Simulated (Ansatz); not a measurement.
Crystal: TePb.

```
Pb Te
1.0
     0.00000    3.23100    3.23100
     3.23100    0.00000    3.23100
     3.23100    3.23100    0.00000
Pb Te
1 1
Direct
  0.00000 0.00000 0.00000
  0.50000 0.50000 0.50000
```

Base run:

```yaml
Program: Ansatz 0.2.0
Functional: PBEsol
Potentials_or_basis: Ansatz PAW
Cutoff: 420 eV
Density_cutoff: 1680 eV
k_mesh: 5 × 5 × 5
Occupations: fermi-dirac, width 0.05 eV
Spin: spin-orbit coupling, no magnetisation
```

Its results: pressure -0.7 GPa.

Question: The run is repeated on the same cell with these changes: functional from PBEsol to r2SCAN; cutoff from 420 eV to 500 eV; density cutoff from 1680 eV to 2000 eV. What comes out?

Answer: Pressure 1.3 GPa.

Caveats: the PAW data sets come from PBE, with cores solved anew for the run's functional, which leaves a small shift of forces and pressure.

Not every run made on this cell is shown here.
